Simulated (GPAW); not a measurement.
Crystal: BP.

```xyz
2
Lattice="0.0000 2.2690 2.2690 2.2690 0.0000 2.2690 2.2690 2.2690 0.0000" Properties=species:S:1:pos:R:3 pbc="T T T"
P     3.4035    3.4035    3.4035
B     0.0000    0.0000    0.0000
```

Base run:

| Item | Value |
| --- | --- |
| Program | GPAW 26.7.0 |
| Functional | BLYP |
| Potentials or basis | PAW data sets generated in the run's folder for this functional |
| Cutoff | 800 eV |
| Basis | pw |
| k mesh | 10 × 10 × 10 |
| Occupations | fermi-dirac, width 0.05 eV |
| Spin | no spin polarisation |

Its results: band gap on the k mesh 1.51 eV, indirect (least direct gap 3.55 eV); pressure 6.2 GPa.

Problem. After a change of settings the same cell gave: band gap on the k mesh 1.51 eV, indirect (least direct gap 3.55 eV); pressure -3.3 GPa. Which change was it?
A. functional from BLYP to LDA; band points from 80 to 100
B. functional from BLYP to TPSS; potentials or basis from PAW data sets generated in the run's folder for this functional to GPAW PAW data sets (gpaw-data 1.2.1)
C. functional from BLYP to revPBE; potentials or basis from PAW data sets generated in the run's folder for this functional to the program's PAW data sets (release 1.2.1) made for this functional
D. dispersion from none to D3(BJ)

Solution. D.

Dispersion adds attraction, which lowers the pressure at fixed volume and, as a term added to the energy, leaves the levels alone.

Not every run made on this cell is shown here.
